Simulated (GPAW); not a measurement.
Runs of GPAW 26.7.0 on ZrB2. The structure is hexagonal, space group P6/mmm (No. 191). The conventional cell has a = 3.170 Å, b = 3.170 Å, c = 3.533 Å, α = 90.00°, β = 90.00°, γ = 120.00°. Zr (site symmetry 6/mmm) has 12 B at 2.54 Å as nearest neighbours. Around B (site symmetry -6m2) lie 3 B at 1.83 Å. 

```tsv
task	level	potentials or basis	spin	cell	k mesh	smearing	optimizer	fmax	max steps	target pressure	k mesh for the DOS	gap on the mesh (eV)	pressure (GPa)
relaxation of cell and atoms	PBEsol+D4	PAW data sets generated in the run's folder for this functional, pw	off	relaxed to 5 GPa	7 × 7 × 5	fermi-dirac 0.05 eV	BFGS	0.02 eV/Å	100	5 GPa	-	none	4.8
relaxation of cell and atoms	AM05	PAW data sets generated in the run's folder for this functional, pw	off	relaxed	7 × 7 × 5	fermi-dirac 0.05 eV	BFGS	0.05 eV/Å	100	-	-	none	0.2
relaxation of cell and atoms	rSCAN	GPAW PAW data sets (gpaw-data 1.2.1), pw	off	relaxed to 20 GPa	7 × 7 × 5	fermi-dirac 0.05 eV	LBFGS	0.01 eV/Å	100	20 GPa	-	none	20.0
density of states	RPBE+D3(BJ)	the program's PAW data sets (release 1.2.1) made for this functional, pw	off	volume scaled by 0.96	10 × 10 × 8	improved-tetrahedron-method	-	-	-	-	15 × 15 × 12	none	-23.2
band structure	r2SCAN	GPAW PAW data sets (gpaw-data 1.2.1), pw	SOC, no magnetisation	as given	7 × 7 × 5	fermi-dirac 0.05 eV	-	-	-	-	-	-	(a)
```

Alike in all rows: cutoff (eV) 800.

Problem. Fill in the values left out.

Solution. (a) 0.6.

Caveats: later steps reuse the first step's grids (some runs); pairwise dispersion overbinds metals, which lowers pressure and volume (some runs); the PAW data sets were made with another functional, which shifts forces and pressure a little (some runs); so large a pressure means that the cell lies far from this level's equilibrium, or that cutoff or potentials fall short (some runs); spin-orbit coupling was added after a scalar SCF, so levels and gaps hold it while energy, forces, pressure and moments don't (some runs); this program's spin-orbit splittings come out too wide for heavy elements (some runs).

A k mesh can miss the band edges, and rows without SOC leave out spin-orbit coupling on Zr.

A gap of «none» marks a metal or a gap under the smearing width.

Runs at the PBE level aren't shown here.
